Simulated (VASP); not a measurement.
Wanted: the native input for a VASP 6.6.1 run.

| Quantity | Value |
| --- | --- |
| Task | relaxation of cell and atoms |
| Functional | LDA |
| Potentials or basis | VASP PAW LDA potentials, release 64 (Sn_d, O) |
| Cutoff | 600 eV |
| k mesh | 6 × 6 × 8 |
| Occupations | fermi-dirac, width 0.05 eV |
| Spin | no spin polarisation |
| Further INCAR settings | ALGO = Normal; EDIFF = 1e-06; IBRION = 2; EDIFFG = -0.005; NSW = 60; ISIF = 3 |

The structure of SnO2 (Cassiterite) lies in POSCAR:

```
SnO2
1.0
    4.7380000000      0.0000000000      0.0000000000
    0.0000000000      4.7380000000      0.0000000000
    0.0000000000      0.0000000000      3.1865000000
Sn O
2 4
Direct
    0.5000000000      0.5000000000      0.5000000000
    0.0000000000      0.0000000000      0.0000000000
    0.8071000000      0.1929000000      0.5000000000
    0.6929000000      0.6929000000      0.0000000000
    0.1929000000      0.8071000000      0.5000000000
    0.3071000000      0.3071000000      0.0000000000
```

These files were run (other wordings do the same):

INCAR

```
SYSTEM = SnO2
ALGO     = Normal         ! electronic algorithm
EDIFF    = 1E-6           ! SCF threshold, eV
EDIFFG   = -0.005         ! ionic threshold
ENCUT    = 600            ! plane-wave cutoff, eV
IBRION   = 2              ! ionic algorithm
ISIF     = 3              ! what is computed and relaxed
ISMEAR   = -1             ! smearing method
LASPH    = .True.         ! aspherical terms in the spheres
LCHARG   = .False.        ! write CHGCAR
LREAL    = .False.        ! projectors in reciprocal space
LWAVE    = .False.        ! write WAVECAR
NELM     = 80             ! most SCF steps
NSW      = 60             ! ionic steps
PREC     = Accurate       ! precision mode
SIGMA    = 0.05           ! smearing width, eV
```

KPOINTS

```
k-points
0
Gamma
  6 6 8
  0 0 0
```

Potentials or basis: VASP PAW LDA potentials, release 64 (Sn_d, O).

Launch:

```sh
$ cat potpaw_LDA.64/Sn_d/POTCAR potpaw_LDA.64/O/POTCAR > POTCAR
$ mpirun -np 1 vasp_std > vasp.out
```

It gave:

```
Relaxed volume                         : 11.90 Å³/atom
Relaxed cell                           : a = 4.727 Å, b = 4.727 Å, c = 3.196 Å, α = 90.00°, β = 90.00°, γ = 90.00°
Space group after relaxing (to 0.05 Å) : P4_2/mnm (No. 136)
Energy gained by relaxing              : 0.6 meV/atom
Ionic steps                            : 10
Pressure after relaxing                : 0.0 GPa
Band gap on the k mesh                 : 1.15 eV, direct
```

Caveat: spin-orbit coupling is left out, which moves the levels of the heavy elements.

Wall time 7.2 min on 1 thread of AMD EPYC 7R13 Processor (Zen 3) (shared host), peak memory 0.21 GiB.
